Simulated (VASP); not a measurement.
A run of VASP 6.6.1 is set up as follows.

File INCAR:

```
SYSTEM = HfB2
ALGO     = Normal         ! electronic algorithm
EDIFF    = 1E-6           ! SCF threshold, eV
ENCUT    = 520            ! plane-wave cutoff, eV
GGA      = PE             ! functional
ISIF     = 2              ! what is computed and relaxed
ISMEAR   = 0              ! smearing method
LASPH    = .TRUE.         ! aspherical terms in the spheres
LCHARG   = .FALSE.        ! write CHGCAR
LREAL    = .FALSE.        ! projectors in reciprocal space
LWAVE    = .FALSE.        ! write WAVECAR
NBANDS   = 15             ! bands
NELM     = 60             ! most SCF steps
PREC     = Accurate       ! precision mode
SIGMA    = 0.1            ! smearing width, eV
```

File KPOINTS:

```
k-points
0
G
  6 6 4
  0 0 0
```

File POSCAR:

```
HfB2
1.0
    3.1326790839      0.0000000000      0.0000000000
   -1.5663395419      2.7129796685      0.0000000000
    0.0000000000      0.0000000000      3.4792139900
Hf B
1 2
Direct
    0.0000000000      0.0000000000      0.0000000000
    0.3333333300      0.6666666700      0.5000000000
    0.6666666700      0.3333333300      0.5000000000
```

Potentials or basis: VASP PAW PBE potentials, release 64 (Hf_pv, B).

The run is started by

```console
$ cat potpaw_PBE.64/Hf_pv/POTCAR potpaw_PBE.64/B/POTCAR > POTCAR
$ mpirun -np 1 vasp_std > vasp.out
```

Problem. Predict the pressure.

Solution. 2.5 GPa.

Problem. Predict the band gap on the k mesh.

Solution. None (metal or under the smearing width).

Stress tensor (GPa, compression positive):
```
3.67 0.00 0.00
0.00 3.67 0.00
0.00 0.00 0.13
```

Caveat: the k mesh is coarse (spacing up to 0.45 Å⁻¹), so the values aren't converged. Spin-orbit coupling is left out, which matters for the levels of Hf.
